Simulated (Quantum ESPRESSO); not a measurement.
**Ge in Quantum ESPRESSO: the effect of target pressure**

The system is Ge.

```xyz
2
Lattice="-2.5745 2.5745 1.3974 2.5745 -2.5745 1.3974 2.5745 2.5745 -1.3974" Properties=species:S:1:pos:R:3 pbc="T T T"
Ge    0.0000    0.0000    1.3974
Ge    2.5745    0.0000    0.6987
```

This isn't the form of Ge at room conditions, which is diamond.

Alike in all runs:

* Program: Quantum ESPRESSO 7.5
* Task: relaxation of cell and atoms
* Functional: PBEsol
* Potentials or basis: GBRV 1.5 PBEsol
* Cutoff: 707 eV
* Density cutoff: 5633 eV
* k mesh: 11 × 11 × 11
* Occupations: fermi-dirac, width 0.05 eV
* Spin: no spin polarisation

Each run relaxes the cell or the atoms first.

```tsv
target pressure	relaxed volume (Å³/atom)
0 GPa	18.36
2 GPa	17.92
5 GPa	17.36
10 GPa	16.60
20 GPa	?
30 GPa	14.65
```

**Question.** What does the run with target pressure 20 GPa give?

**Answer.** Relaxed volume 15.47 Å³/atom.

Worked out: In Murnaghan's law V^(-B') rises as a straight line in P. The other rows fit best with B' = 4.2, V0 = 18.36 Å³/atom and B0 = 80 GPa, which gives 15.47 Å³/atom at 20 GPa, against the run's 15.47.

Caveats: the volume moved by over 15 % at a fixed basis, so the end points are rough (some runs).
